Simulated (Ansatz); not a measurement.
# fcc Cu(100) / fcc Pd(100) interface: transmission and 2AR

Wanted: 2AR for the fcc Cu(100) / fcc Pd(100) interface, at several levels.

Main program and level: Ansatz 0.2.0; Ansatz plane-wave DFT, PBE, PAW files; ballistic transport by layer matching (Landauer), zero bias; PAW set soft_1, in the first sound run; inputs show where later runs differ.

**1. Set-up**

The cell holds 20 atoms: 10 Cu and 10 Pd. Its edges and angles: a = 2.653 Å, b = 2.653 Å, c = 37.675 Å, α = 90.0°, β = 90.0°, γ = 90.0°. It derives from Cu and Pd. Regions: Cu, 10 atoms (10 Cu); Pd, 10 atoms (10 Pd). The structure's axis is c.

**2. Transmission: PBE**

Both metals share one in-plane lattice, the mean of the two, each at its own atomic volume. The two leads are named in the middle of each metal, so that only one of the cell's two interfaces is crossed. The mesh across the current, 46×46, is finer than the density's, because channels open and close sharply across the zone. Energies from -0.27 to 0.27 eV in steps of 0.036 eV cover the slope of the Fermi function at 300 K, so the program can form a conductance.

Input file input.yaml:

```yaml
crystal:
  lattice:
    - [2.6533333436, 0.0, 0.0]
    - [0.0, 2.6533333436, 0.0]
    - [0.0, 0.0, 37.6747782303]
  atoms:
    - { symbol: Cu, position: [0.0, 0.0, 0.0265429565] }
    - { symbol: Cu, position: [0.5, 0.5, 0.0710692109] }
    - { symbol: Cu, position: [0.0, 0.0, 0.1155954653] }
    - { symbol: Cu, position: [0.5, 0.5, 0.1601217196] }
    - { symbol: Cu, position: [0.0, 0.0, 0.204647974] }
    - { symbol: Cu, position: [0.5, 0.5, 0.2491742284] }
    - { symbol: Cu, position: [0.0, 0.0, 0.2937004828] }
    - { symbol: Cu, position: [0.5, 0.5, 0.3382267372] }
    - { symbol: Cu, position: [0.0, 0.0, 0.3827529916] }
    - { symbol: Cu, position: [0.5, 0.5, 0.4272792459] }
    - { symbol: Pd, position: [0.0, 0.0, 0.4772792459] }
    - { symbol: Pd, position: [0.5, 0.5, 0.5327529916] }
    - { symbol: Pd, position: [0.0, 0.0, 0.5882267372] }
    - { symbol: Pd, position: [0.5, 0.5, 0.6437004828] }
    - { symbol: Pd, position: [0.0, 0.0, 0.6991742284] }
    - { symbol: Pd, position: [0.5, 0.5, 0.754647974] }
    - { symbol: Pd, position: [0.0, 0.0, 0.8101217196] }
    - { symbol: Pd, position: [0.5, 0.5, 0.8655954653] }
    - { symbol: Pd, position: [0.0, 0.0, 0.9210692109] }
    - { symbol: Pd, position: [0.5, 0.5, 0.9765429565] }
kpoints:
  mp_grid: { grid: [14, 14, 1] }
hamiltonian:
  xc: pbe
  pseudopotentials: { kind: paw, azcp: { folder: soft_1 } }
scf:
  occupations: { method: fermi_dirac, width: 0.1 }
output:
  transmission:
    leads: [[4, 5], [14, 15]]
    kmesh: [46, 46]
    e_range: [-0.27, 0.27]
    de: 0.036
  write_potential: true
  write_density: true
  volumetric_format: npy
  elf: true
```

Launch:

```
$ ansatz run input.yaml --threads 4 --pin off --max-ram 15360MiB --backend cpu --events-out ev --progress --plain --runs-dir out
```

Numbers of over 12 decimals in the logs are rounded to 6 here.

The log of the run:

```text
Engine: ansatz 0.2.0, aarch64-unknown-linux-gnu
Pseudopotentials: kind: paw
Pseudopotential: Cu, paw, valence charge 19, recommended cutoff 420 eV (normal), soft_1/Cu.paw.azcp
Pseudopotential: Pd, paw, valence charge 18, recommended cutoff 420 eV (normal), soft_1/Pd.paw.azcp
Functional definition: PBE
  parameter kappa = 0.804
  parameter beta = 0.066725
  exchange = pbe_x(kappa = kappa, mu = beta*pi^2/3)
  correlation = pbe_c(beta = beta)
Crystal: 20 atoms, lattice volume = 265.237 Å³
Basis set: ecut = 420 eV, 5217 PW (Γ)
Bands: 222, of which v1, the nominal top of the filled ones, is band 185 counted from 1 (184 counted from 0)
Symmetry: 16 space group operations
Space group: P4/nmm (ITA 129), of the structure as read, at distance tolerance 6.4e-5 Å
k-points: 36 of 196
Non-local potential: Cu, projectors of the file, l = 0: 3, l = 1: 2, l = 2: 3, l = 3: 1
Non-local potential: Pd, projectors of the file, l = 0: 2, l = 1: 2, l = 2: 2, l = 3: 1
PAW form: soft (Blöchl's): semilocal exchange-correlation on the pseudo side does not see the compensation charge
PAW one-centre angular grid: Cu, 590 points (default); XC on 64 Gauss nodes
PAW one-centre angular grid: Pd, 590 points (default); XC on 64 Gauss nodes
Initial density: superposition of atomic densities (chi_scale 0.1, normalization cell, long waves of neutral atoms (reshape's long-wave potential 48.09 eV rms, cloud 2.71 Å wide))
Initial wavefunctions: pseudopotential atomic-orbital guess
Functional: x = pbe(κ = 0.804, μ = 0.219515), c = pbe(β = 0.066725)
SCF iter   1: F=—  HF=-136015.380985 eV  |F-HF|=—  |Δ(HF+E_count)|=         —  Δρ=2.24e-1  dr2=2.39e3  ethr=3.10e-3  ⟨swp⟩=4.5  Hψ=24137  notcnv=0  defer=140
preconditioner: auto → Kerker (q_TF=auto, 2.884 Å⁻¹)  [metal: Δε(μ)=0.002 eV  Ē_g=9.263 eV  σ=0.100 eV  W_gap=0.00  n_scr=110 (ndim 8)  ℏωp=33.0 eV  f_vac=0.000  D(μ)=18.28/eV (n_scr^D=218)]
SCF iter   2: F=—  HF=-135989.585961 eV  |F-HF|=—  |Δ(HF+E_count)|=    2.58e1  Δρ=1.03e-1  dr2=9.24e2  ethr=3.10e-3  ⟨swp⟩=2.1  Hψ=15714  notcnv=0  defer=636
SCF iter   3: F=—  HF=-135981.755691 eV  |F-HF|=—  |Δ(HF+E_count)|=    7.83e0  Δρ=4.14e-2  dr2=4.56e0  ethr=3.10e-3  ⟨swp⟩=2.2  Hψ=13361  notcnv=0  defer=697
SCF iter   4: F=—  HF=-135981.369414 eV  |F-HF|=—  |Δ(HF+E_count)|=   3.86e-1  Δρ=2.13e-2  dr2=2.01e1  ethr=1.23e-3  ⟨swp⟩=2.0  Hψ=13338  notcnv=0  defer=756  recentre
SCF iter   5: F=—  HF=-135981.104992 eV  |F-HF|=—  |Δ(HF+E_count)|=   2.64e-1  Δρ=4.49e-3  dr2=1.99e0  ethr=1.23e-3  ⟨swp⟩=2.0  Hψ=8449  notcnv=0  defer=756
SCF iter   6: F=—  HF=-135981.087060 eV  |F-HF|=—  |Δ(HF+E_count)|=   1.79e-2  Δρ=2.49e-3  dr2=1.48e-1  ethr=5.38e-4  ⟨swp⟩=1.1  Hψ=9235  notcnv=0  defer=737
SCF iter   7: F=—  HF=-135981.084719 eV  |F-HF|=—  |Δ(HF+E_count)|=   2.34e-3  Δρ=2.94e-3  dr2=8.33e-2  ethr=4.00e-5  ⟨swp⟩=1.3  Hψ=7533  notcnv=0  defer=737
SCF iter   8: F=—  HF=-135981.081056 eV  |F-HF|=—  |Δ(HF+E_count)|=   3.66e-3  Δρ=7.21e-4  dr2=2.68e-2  ethr=2.25e-5  ⟨swp⟩=1.8  Hψ=7778  notcnv=0  defer=737
SCF iter   9: F=—  HF=-135981.081063 eV  |F-HF|=—  |Δ(HF+E_count)|=   7.86e-6  Δρ=5.20e-4  dr2=1.54e-2  ethr=7.24e-6  ⟨swp⟩=1.0  Hψ=7242  notcnv=0  defer=737
SCF iter  10: F=—  HF=-135981.081022 eV  |F-HF|=—  |Δ(HF+E_count)|=   4.16e-5  Δρ=3.19e-4  dr2=2.22e-3  ethr=4.16e-6  ⟨swp⟩=1.0  Hψ=7242  notcnv=0  defer=737
SCF iter  11: F=—  HF=-135981.080986 eV  |F-HF|=—  |Δ(HF+E_count)|=   3.58e-5  Δρ=1.24e-4  dr2=6.64e-4  ethr=6.01e-7  ⟨swp⟩=1.0  Hψ=7242  notcnv=0  defer=737
SCF iter  12: F=—  HF=-135981.080987 eV  |F-HF|=—  |Δ(HF+E_count)|=   1.03e-6  Δρ=4.23e-5  dr2=8.64e-5  ethr=1.79e-7  ⟨swp⟩=1.0  Hψ=7242  notcnv=0  defer=737
SCF iter  13: F=—  HF=-135981.080895 eV  |F-HF|=—  |Δ(HF+E_count)|=   9.19e-5  Δρ=1.54e-5  dr2=2.55e-5  ethr=2.33e-8  ⟨swp⟩=1.0  Hψ=7330  notcnv=0  defer=737
SCF iter  14: F=—  HF=-135981.080895 eV  |F-HF|=—  |Δ(HF+E_count)|=   4.81e-7  Δρ=8.45e-6  dr2=1.70e-6  ethr=6.88e-9  ⟨swp⟩=1.0  Hψ=7257  notcnv=0  defer=737
SCF iter  15: F=—  HF=-135981.080895 eV  |F-HF|=—  |Δ(HF+E_count)|=   3.96e-8  Δρ=5.77e-6  dr2=2.52e-7  ethr=4.60e-10  ⟨swp⟩=1.0  Hψ=7242  notcnv=0  defer=737
SCF iter  16: F=-135981.080895 eV  HF=-135981.080895 eV  |F-HF|=3.40e-8  |Δ(HF+E_count)|=   1.17e-8  Δρ=2.85e-6  dr2=3.29e-8  ethr=2.70e-11  ⟨swp⟩=8.9  Hψ=27285  notcnv=0
SCF 1 converged in 16 iterations: F = -135981.080895 eV  dr2 = 3.29e-8
  greatest PAW one-centre occupation: 1.000 electrons in one spin orbital (limit 2), on the Cu atom at site 9 (counted from 0), in its partial waves of l = 0
transmission: 1020 of 10200 steps passed
transmission: 2040 of 10200 steps passed
[...]
transmission: 10200 of 10200 steps passed
SCF converged after 16 iterations
Free energy (F): -135981.080895 eV
Harris-Foulkes:  -135981.080895 eV  (|F-HF|=3.40e-8)
Internal energy: -135980.452094 eV  (E = F + TS)
E sigma→0 (E₀):  -135980.766494 eV
Entropy (-TS):   -0.628801 eV (-31.440 meV/atom)
Fermi energy:    18.202577 eV
--- Per-component energies (eV) ---
  E_band       = -4967.535876
  E_kinetic    = 7108.954824
  E_local      = -114650.343047  (includes V_loc(G=0)·N_el)
  E_nonlocal   = 12607.362451
  E_hartree    = 52146.931212
  E_xc         = -2077.725443
  E_vxc        = -2646.303988  (∫ρ·V_xc dr)
  E_paw        = -56259.170758  (= ΣΔE_a)
  E_vpaw       = -11681.091527  (= ΣTr[D̂ρ^β])
  E_aug_tail   = 0.012600  (compensation charges beyond the density's cutoff)
  E_ewald      = -34856.473933
  E_smearing   = -0.628801  (= −TS)
  E_closure    = -0.000000  (closes the sum)
  Σ components = -135981.080895   (vs F -135981.080895, Δ=0.00e0)
--- Band table (eV; the first three rows and the last of 36) ---
  k-point 0: bands = [... 181 lower, 17.6013, 17.6833, 17.7800, 17.8845, 17.9044, 17.9044, 17.9884, 18.0834, ... 33 higher]
  k-point 1: bands = [... 181 lower, 17.5629, 17.6571, 17.7162, 17.7718, 17.8096, 17.8674, 17.9980, 18.0019, ... 33 higher]
  k-point 2: bands = [... 181 lower, 17.5159, 17.5523, 17.7070, 17.7173, 17.7693, 17.8070, 17.8338, 17.9147, ... 33 higher]
  k-point 35: bands = [... 181 lower, 19.2437, 20.0326, 20.0326, 20.9588, 20.9588, 21.9391, 21.9391, 22.4596, ... 33 higher]
--- Transmission ---
  basis      : 61 plane waves across, 34 finite elements along
  points     : 300, standing for a mesh of 46 x 46
  filling    : by the input's occupations and mesh, since the crystals that have channels conduct as metals do. If one of these is a semiconductor, that mesh has misplaced its level
  energies   : 16 from -0.270000 to 0.270000 eV about the Fermi level, 0.036000 eV apart; the leads are filled to 0.000000 eV, and channels, transmission and decay are at 0.018000 eV
  crystal 0  : Cu1, at the sites [4, 5], period 1.6775 Å, over 16.78 Å; its Hamiltonian steps by up to 3.9 meV
    offset         : up to 0.0000 Å between an atom of the period and one for which it stands
    filled         : 8.2 meV over the level at which it is neutral
    channels       : 9.872401e-1 a spin
    conductance    : 1.0892e15 S/m² at 300 K; may be off by some 0.0 % by where its bands' edges are placed, 2.1 % from the k-mesh, 0.0 % from the distance to neutral
    slowest decay  : 0.0084 /Å at (0.5000, 0.1087)
  crystal 1  : Pd1, at the sites [14, 15], period 2.0900 Å, over 20.90 Å; its Hamiltonian steps by up to 0.2 meV
    offset         : up to 0.0000 Å between an atom of the period and one for which it stands
    filled         : 33.6 meV over the level at which it is neutral
    channels       : 1.301985e0 a spin
    conductance    : 1.4825e15 S/m² at 300 K; may be off by some 0.0 % by where its bands' edges are placed, 2.0 % from the k-mesh, 8.4 % from the distance to neutral
    slowest decay  : 0.0049 /Å at (0.4348, 0.0000)
  junction   : crystal 0 to crystal 1, 9.25 to 25.99 Å
    transmission   : 5.940670e-1 a spin
    conductance    : 6.6884e14 S/m² at 300 K (6.7173e14 on every other point, 6.7123e14 on every other energy)
    error estimate : 0.4 % from the energy spacing and 0.3 % from band edges of the leads and from resonances (wavevectors taken as independent; lower de), 2.2 % from the k-mesh, 2.4 % from the steps of its leads' Hamiltonians or their offsets (lay more layers), 2.9 % from the distance to neutral
    resistance     : 6.9861e-4 Ω µm² beyond half of each lead's own
```

Run time: 4.6 min. Hardware: 4 threads of Arm Neoverse V1, shared host; peak memory 2.3 GiB.

The column dr2 measures how far the density is from self-consistency, as an energy; F and HF (Harris–Foulkes) agree once it is small.

Numbers from this step:

```yaml
free_energy: -135981.0809 eV
energy_at_zero_smearing: -135980.7665 eV
fermi_energy: 18.20 eV
cell_area: 7.040 Å²
step_of_the_lead_s_potential: 3.9 meV
ballistic_conductance_of_the_lead: 1.09e15 S/m²
estimated_errors_of_the_lead_s_conductance: 0, 2.1, 0 % (band edges, k-mesh, distance from neutral)
lead_conductance_per_cell: 0.9897 G₀
step_of_the_upper_lead_s_potential: 0.2 meV
ballistic_conductance_of_the_upper_lead: 1.48e15 S/m²
conductance_of_the_junction: 6.69e14 S/m²
junction_conductance_per_cell: 0.6077 G₀
estimated_errors_of_the_junction_s_conductance: 0.4, 0.3, 2.2, 2.4, 2.9 % (energy step, band edges, k-mesh, leads' steps, distance from neutral)
area_resistance_that_the_stack_adds_contact_term_taken_off_spin_by_spin: 0.6986 fΩ m²
```

Per spin. The transmission, zone mean by energy, zero at the Fermi level:

```tsv
energy (eV)	transmission, zone mean
-0.270	0.717
-0.234	0.699
-0.198	0.692
-0.162	0.678
-0.126	0.659
-0.090	0.654
-0.054	0.634
-0.018	0.627
0.018	0.594
0.054	0.570
0.090	0.550
0.126	0.552
0.162	0.553
0.198	0.558
0.234	0.554
0.270	0.560
```

Per spin. The open channels, zone mean by energy, zero at the Fermi level:

```tsv
energy (eV)	lead	upper lead
-0.270	0.959	2.21
-0.234	0.959	2.13
-0.198	0.963	2.05
-0.162	0.966	1.87
-0.126	0.974	1.71
-0.090	0.974	1.65
-0.054	0.983	1.52
-0.018	0.995	1.42
0.018	0.987	1.30
0.054	0.987	1.18
0.090	0.991	0.905
0.126	0.995	0.797
0.162	0.995	0.714
0.198	0.997	0.686
0.234	1.00	0.632
0.270	1.01	0.647
```

Transmission over k1 and k2. At -0.0180 eV from the Fermi level (the log's summary may quote the solved energy on the other side of it).

Values, 12 rows by 16 columns, each cell a mean:
```
0.00 0.01 0.51 0.35 0.36 0.39 0.33 0.30 0.43 0.28 0.39 0.37 0.35 0.42 0.22 0.00
0.25 0.28 0.04 0.19 0.39 0.43 0.53 0.79 0.89 0.62 0.43 0.42 0.26 0.08 0.11 0.43
0.39 0.19 0.29 0.98 1.00 1.00 1.00 1.00 1.00 1.00 1.00 1.00 0.99 0.63 0.02 0.44
0.53 0.18 0.55 1.00 1.00 1.00 1.00 1.00 1.00 1.00 1.00 1.00 1.00 0.89 0.02 0.49
0.44 0.17 0.66 1.00 1.00 1.00 1.00 0.99 0.99 1.00 1.00 1.00 1.00 0.94 0.09 0.44
0.21 0.46 0.96 1.00 1.00 1.00 0.99 0.97 0.97 0.99 1.00 1.00 1.00 1.00 0.55 0.41
0.18 0.27 0.93 1.00 1.00 1.00 0.99 0.98 0.97 0.99 1.00 1.00 1.00 1.00 0.37 0.36
0.55 0.17 0.58 1.00 1.00 1.00 1.00 1.00 0.99 1.00 1.00 1.00 1.00 0.91 0.03 0.49
0.50 0.18 0.52 1.00 1.00 1.00 1.00 1.00 1.00 1.00 1.00 1.00 1.00 0.87 0.02 0.47
0.35 0.20 0.20 0.89 0.98 1.00 1.00 1.00 1.00 1.00 1.00 0.99 0.93 0.50 0.02 0.46
0.18 0.22 0.11 0.04 0.17 0.19 0.28 0.55 0.73 0.37 0.19 0.18 0.08 0.05 0.17 0.30
0.00 0.01 0.41 0.40 0.47 0.54 0.41 0.28 0.33 0.30 0.54 0.50 0.43 0.39 0.15 0.00
```
Columns: k1 (b1) from -0.5 to 0.478; rows upwards: k2 (b2) from -0.5 to 0.478.

Open channels over k1 and k2. At -0.0180 eV from the Fermi level (the log's summary may quote the solved energy on the other side of it).

Values, 12 rows by 16 columns, each cell a mean:
```
0.15 0.80 1.00 1.00 1.03 1.26 1.07 1.00 1.00 0.98 1.26 1.12 1.00 1.00 0.90 0.39
0.64 1.00 1.00 1.00 1.00 1.00 1.00 1.00 1.00 1.00 1.00 1.00 1.00 1.00 1.00 0.98
1.29 1.00 1.00 1.00 1.00 1.00 1.00 1.00 1.00 1.00 1.00 1.00 1.00 1.00 1.00 1.00
1.56 1.00 1.00 1.00 1.00 1.00 1.00 1.00 1.00 1.00 1.00 1.00 1.00 1.00 1.00 1.21
1.29 1.00 1.00 1.00 1.00 1.00 1.00 1.00 1.00 1.00 1.00 1.00 1.00 1.00 1.00 1.15
0.61 1.04 1.00 1.00 1.00 1.00 1.00 1.00 1.00 1.00 1.00 1.00 1.00 1.00 1.00 1.00
0.54 1.03 1.00 1.00 1.00 1.00 1.00 1.00 1.00 1.00 1.00 1.00 1.00 1.00 1.00 0.92
1.64 1.00 1.00 1.00 1.00 1.00 1.00 1.00 1.00 1.00 1.00 1.00 1.00 1.00 1.00 1.32
1.47 1.00 1.00 1.00 1.00 1.00 1.00 1.00 1.00 1.00 1.00 1.00 1.00 1.00 1.00 1.12
1.11 1.00 1.00 1.00 1.00 1.00 1.00 1.00 1.00 1.00 1.00 1.00 1.00 1.00 1.00 1.00
0.55 1.00 1.00 1.00 1.00 1.00 1.00 1.00 1.00 1.00 1.00 1.00 1.00 1.00 1.00 0.89
0.07 0.53 0.74 1.19 1.29 1.52 1.12 0.74 0.74 0.85 1.52 1.39 1.26 0.85 0.64 0.22
```
Columns: k1 (b1) from -0.5 to 0.478; rows upwards: k2 (b2) from -0.5 to 0.478.

ELF in the ca plane at fractional y = 0.000, with atoms of Cu and Pd within 0.2 Å of it. It is the smooth field of the valence electrons, not physical close to the nuclei.

Ten even steps from '0' (0.15) to '9' (0.74), each cell a mean:
```
11100440001100250001002422430000004312410000
11100000011100000011111344410000002444300000
11110000111110000111111122100000000122100000
11121111211122111211111110001000010000011000
11121001211121000111111111000000000111000000
11110000011110000011111233310000001343200000
11100110011100120001102433420000003423410000
11000780001100591000003411330000014312420000
```
Columns run along c (16.0 Å, from fractional 0.24 to 0.66 of the cell), rows up along a (2.7 Å). Atoms in or near the plane, at fractional coordinates: Cu at (0.29, 0.00), Cu at (0.38, 0.00), Pd at (0.48, 0.00), Pd at (0.59, 0.00).

Valence density in the ca plane at fractional y = 0.000, with atoms of Cu and Pd within 0.2 Å of it. It is the smooth field of the valence electrons, not physical close to the nuclei.

Values in e/Å³, 5 rows by 16 columns, each cell a mean:
```
 0  3 13  0  0 15  1  0  4  7  0  0  2  8  1  0
 0  0  1  0  0  1  0  0  1  1  0  0  0  1  0  0
 0  0  0  0  0  0  0  0  0  0  0  0  0  0  0  0
 0  1  2  0  0  2  0  0  1  2  0  0  1  3  0  0
 0  6 25  0  1 29  1  0  5  9  0  0  3 11  1  0
```
Columns run along c (16.0 Å, from fractional 0.24 to 0.66 of the cell), rows up along a (2.7 Å). Atoms in or near the plane, at fractional coordinates: Cu at (0.29, 0.00), Cu at (0.38, 0.00), Pd at (0.48, 0.00), Pd at (0.59, 0.00).

Electrostatic potential energy in the ca plane at fractional y = 0.000, with atoms of Cu and Pd within 0.2 Å of it. With pseudopotentials it is smooth inside the atoms' cores, unlike the true potential.

Ten even steps from '0' (-51 eV) to '9' (21 eV), each cell a mean:
```
99984003899995102799998400279999996201489999
99997446999997435899999633589999998534799999
99999889999999888999999877899999999877999999
99999999999999999999999999999999999999999999
99999999999999999999999988999999999988999999
99998657999998657999999755699999998655899999
99985114899996213799998421379999996312589999
99983002799984001699997300269999995100489999
```
Columns run along c (16.0 Å, from fractional 0.24 to 0.66 of the cell; values clipped at the 3rd and 97th percentile), rows up along a (2.7 Å). Atoms in or near the plane, at fractional coordinates: Cu at (0.29, 0.00), Cu at (0.38, 0.00), Pd at (0.48, 0.00), Pd at (0.59, 0.00).

The larger of the two leads' potential steps is 3.9 meV from period to period, small in itself. The program estimates the junction's conductance to 2.2 % from the k-mesh, 2.9 % from the leads' distance from neutral and 2.4 % from their steps.

**3. Resistance: PBE**

This step: Ansatz plane-wave DFT, PBE, PAW files; ballistic transport by layer matching (Landauer), zero bias; specific resistance of one interface, 1/T less the mean of the leads' 1/N; PAW set soft_1 (Ansatz 0.2.0).

This step gave:

```yaml
area_resistance: 0.7028 fΩ m²
t_over_the_leads_mean_channel_count: 0.5181
twice_the_interface_resistance_2ar_or_2ar_star_for_magnets: 1.406 fΩ m²
```

Twice the interface resistance is 1.41 fΩ m² here.

By hand, with T and the leads' channels N averaged over the energies near the Fermi level: RA = A (h/2e²)(1/T − ½[1/N₁ + 1/N₂]) = 7.040×10⁻²⁰ m² × 12 906 Ω × (1/0.6063 − ½[1/0.9882 + 1/1.352]) = 0.703 fΩ m².

**4. Transmission: PBE, coarse mesh, least span asked of the mesh across the current 40 Å**

The same cell on a mesh a third as fine shows what a quick run would give. To save time only the energies from -0.06 to 0.06 eV are solved. The mesh is 16×16 and the cutoff, the files' own for this level, 420 eV.

This step: Ansatz plane-wave DFT, PBE, PAW files; ballistic transport by layer matching (Landauer), zero bias; PAW set soft_1 (Ansatz 0.2.0).

input.yaml, as its differences from that of step 2:

```diff
@@ -36,5 +36,5 @@
     leads: [[4, 5], [14, 15]]
-    kmesh: [46, 46]
-    e_range: [-0.27, 0.27]
-    de: 0.036
+    kmesh: [16, 16]
+    e_range: [-0.06, 0.06]
+    de: 0.04
   write_potential: true
@@ -42,2 +42 @@
   volumetric_format: npy
-  elf: true
```

The log of the run:

```text
[...]
Crystal: 20 atoms, lattice volume = 265.237 Å³
Basis set: ecut = 420 eV, 5217 PW (Γ)
Bands: 222, of which v1, the nominal top of the filled ones, is band 185 counted from 1 (184 counted from 0)
Symmetry: 16 space group operations
[...]
k-points: 36 of 196
[...]
SCF iter   1: F=—  HF=-136015.380985 eV  |F-HF|=—  |Δ(HF+E_count)|=         —  Δρ=2.24e-1  dr2=2.39e3  ethr=3.10e-3  ⟨swp⟩=4.5  Hψ=24137  notcnv=0  defer=140
[...]
SCF iter  16: F=-135981.080895 eV  HF=-135981.080895 eV  |F-HF|=3.40e-8  |Δ(HF+E_count)|=   1.17e-8  Δρ=2.85e-6  dr2=3.29e-8  ethr=2.70e-11  ⟨swp⟩=8.9  Hψ=27285  notcnv=0
SCF 1 converged in 16 iterations: F = -135981.080895 eV  dr2 = 3.29e-8
[...]
transmission: 156 of 1530 steps passed
transmission: 308 of 1530 steps passed
[...]
transmission: 1530 of 1530 steps passed
SCF converged after 16 iterations
Free energy (F): -135981.080895 eV
[...]
Internal energy: -135980.452094 eV  (E = F + TS)
E sigma→0 (E₀):  -135980.766494 eV
Entropy (-TS):   -0.628801 eV (-31.440 meV/atom)
Fermi energy:    18.202577 eV
[...]
--- Band table (eV; the first three rows and the last of 36) ---
  k-point 0: bands = [... 181 lower, 17.6013, 17.6833, 17.7800, 17.8845, 17.9044, 17.9044, 17.9884, 18.0834, ... 33 higher]
  k-point 1: bands = [... 181 lower, 17.5629, 17.6571, 17.7162, 17.7718, 17.8096, 17.8674, 17.9980, 18.0019, ... 33 higher]
  k-point 2: bands = [... 181 lower, 17.5159, 17.5523, 17.7070, 17.7173, 17.7693, 17.8070, 17.8338, 17.9147, ... 33 higher]
  k-point 35: bands = [... 181 lower, 19.2437, 20.0326, 20.0326, 20.9588, 20.9588, 21.9391, 21.9391, 22.4596, ... 33 higher]
--- Transmission ---
  basis      : 61 plane waves across, 34 finite elements along
  points     : 45, standing for a mesh of 16 x 16
[...]
channels       : 1.003906e0 a spin
    conductance    : none, the energies end too early or step too widely for 300 K: set another output.transmission.e_range or a lower de, or, where they end at an eighth of basis.ecutwfc, a higher one
    slowest decay  : 0.1469 /Å at (0.5000, 0.3750)
[...]
channels       : 1.453125e0 a spin
[...]
slowest decay  : 0.0410 /Å at (0.4375, 0.4375)
  junction   : crystal 0 to crystal 1, 9.25 to 25.99 Å
    transmission   : 6.494855e-1 a spin
[...]
```

It took 72 s on 4 threads; peak memory 2.3 GiB.

The run finished; it serves as a test, and its numbers are not taken as the result.

(Part 1 of 3 ends here.)

[Logs are printed without paths, hosts, clocks, repeated set-up lines and the standing remarks that a program may print on its own settings, such as how far it seeks lower states.]

[Hosts, paths, dates, database ids (printed as entryN), source tags and the programs' standing remarks are cut or masked in the printed files.]
